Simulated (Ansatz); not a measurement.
Base system: ZnTe in the zinc blende structure (space group F-43m, No. 216; a = 6.115 Å). Axes: x, y, z lie along the cube axes.

The change: biaxial strain −0.67 %, plane normal [111], relaxed out of plane (Cartesian); in-plane vectors clamped, the third vector and the atoms free.

The values are results of plane-wave PAW DFT at the r2SCAN level (Ansatz, a first-principles code, 500 eV), no spin-orbit coupling, earlier PAW set, not measurements.

### Question
Give the band edges at the high-symmetry points of the new zone, measured from its valence-band maximum.

### Answer
```csv
point,valence edge (eV),conduction edge (eV)
Γ,0.00,1.81
T,-0.91,2.28
H₂,-2.70,4.91
H₀,-2.70,4.91
L,-0.94,2.16
S₀,-1.92,2.93
S₂,-1.92,2.93
F,-2.24,2.54
```

The gap is 1.81 eV, direct at Γ.

Spin-orbit coupling, missing from the scalar runs, can matter with Te. Stability against distortions was not tested. Labels are those of the standard path for the cell's own space group.
